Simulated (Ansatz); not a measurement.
**Replacing O in ZnO**

Level of theory: DFT, PBE, scalar-relativistic, spin polarisation where moments were expected; plane waves to 420 eV with PAW datasets (Ansatz 0.2.0), Gaussian smearing of 0.05 eV.

ZnO was relaxed to zero pressure in the COD cell structure.

Symmetry: P6_3mc, No. 186, hexagonal system. The conventional cell has a = 3.280 Å, b = 3.280 Å, c = 5.294 Å, α = 90.00°, β = 90.00°, γ = 120.00°. Zn (site symmetry 3m) is surrounded by 4 O at 2.00 to 2.01 Å. O (site symmetry 3m) has 4 Zn at 2.00 to 2.01 Å as nearest neighbours. Neighbours are those within 15 % of a site's shortest distance, so a longer bond may be listed from one end only.

Results for ZnO: a (Å) 3.280, c (Å) 5.294, V (Å³/atom) 12.33, shortest unlike bond (Å) 2.00, gap (eV) 0.74, B0 (GPa) 129, E_f (eV/atom) -1.42.

Task: All O is replaced by S and the cell relaxed again in the same space group. What comes out?

Result: ZnS: a (Å) 3.846, c (Å) 6.304, V (Å³/atom) 20.18, shortest unlike bond (Å) 2.36, gap (eV) 2.08, B0 (GPa) 69, E_f (eV/atom) -0.82.

The volume changes by +63.8 %, or +17.9 % in mean length, and the shortest unlike bond by 0.36 Å. The bulk modulus goes from 128.9 to 69.2 GPa, as V^−1.3: with like bonding the larger cell is the softer. The formation energy moves by 0.60 eV/atom, so ZnO is the more strongly bound against its own elements. That goes with its larger difference in electronegativity (Pauling: O 3.44, S 2.58, Zn 1.65). For O, S the 2 valence electrons of Zn just fill the anion's shell; these members are gapped.

Gaps are (generalised) Kohn–Sham gaps. Semilocal functionals put them too low, often by a third to a half, so a small gap or a slight overlap here can be a sizeable gap in the solid. E_f is the formation energy from the elements run alike, at 0 K, without zero-point energy or any correction for the binding of gas molecules or dispersion between the molecules, chains or layers of the solid elements; it is good to about 0.01 eV/atom as a calculation.

All runs used the PAW datasets of the set soft_2.
